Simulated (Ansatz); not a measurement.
# BP: from supercell energies to defect levels (P on the B site)

These are results of Ansatz 0.2.0, DFT PBE, scalar-relativistic, plane waves, PAW, not measurements. Settings: 420 eV cutoff, 2×2×2 k-mesh, shifted by half a step, Gaussian smearing of 0.01 eV, collinear spin in charge +1 alone.

Host crystal, relaxed:

```
CELL_PARAMETERS angstrom
0.00000 2.27410 2.27410
2.27410 0.00000 2.27410
2.27410 2.27410 0.00000
ATOMIC_POSITIONS crystal
B 0.00000 0.00000 0.00000
P 0.25000 0.25000 0.25000
```

The P on the B site was set at (0.000, 0.000, 0.000) of the host cell, in a supercell of 32 sites (376 Å³), relaxed at fixed cell in each charge q, from a start with the atoms near it displaced at random. The host's Kohn–Sham gap is 1.25 eV and its static dielectric constant 9.3 (mean). For each charge: the supercell's free energy over the neutral one with q electrons exchanged at the valence band top, F(q) − F(0) + qE_v; the image-charge term; and the term that aligns the potential far from the defect with the host's.

| q | F(q) − F(0) + qE_v (eV) | image charge (eV) | alignment (eV) |
| --- | --- | --- | --- |
| +2 | -2.764 | 1.245 | 0.582 |
| +1 | -1.522 | 0.311 | 0.420 |
| 0 | 0.000 | 0.000 | 0.000 |

**Question.** Add the terms and find the levels between neighbouring charges, ε(q/q′) = [A(q′) − A(q)]/(q − q′), with and without the two corrections.

**Answer.** A(q): -0.938 eV for +2, -0.791 eV for +1, 0.000 eV for 0.
| level | corrected (eV over E_v) | uncorrected (eV) |
| --- | --- | --- |
| (+2/+1) | 0.15 | 1.24 |
| (+1/0) | 0.79 | 1.52 |

As a check, a point charge in a simple cubic cell of this volume has q²αe²/(2εL) = 0.306 q² eV (e² = 14.40 eV Å, α = 2.837, L = 7.22 Å); the shape of the real cell can change it somewhat. The term grows as q², so it pushes donor levels down and acceptor levels up. The program doubts the alignment for q = +2, +1, so levels beside it are uncertain by about that term.

**Question.** Which of these charges is lowest with the Fermi level at the valence band top, at mid-gap and at the conduction band bottom?

**Answer.** The line A(q) + qE_F that lies lowest gives the charge: +2 at E_F = 0.00 eV, +1 at E_F = 0.62 eV, 0 at E_F = 1.25 eV. In charge +1 the cell has partly filled levels, from a carrier spread over the host's bands, a defect level that the small cell broadens into a band, or a degenerate defect level, so the levels beside it are doubtful. Charges beyond those computed could lie lower near the band edges.

**Question.** The neutral defect forms at 3.28 eV with atoms taken from and returned to the elements. What are the formation energies at those three Fermi levels, and what share of sites would hold the defect at 1200 K with E_F at mid-gap, if the host still stood at that temperature?

**Answer.** E_f = E_f(0) + A(q) + qE_F = 2.34, 3.12, 3.28 eV. In the dilute limit the share is exp(−E_f/k_BT) = exp(−3.115/0.1034) = 8.3×10⁻¹⁴, leaving out degeneracy and vibrational entropy. Both elements stand at their elemental potentials, a limit that the host or competing compounds often put out of reach. The small cell and the narrow Kohn–Sham gap leave errors of tenths of an eV or more, which change the share by orders of magnitude.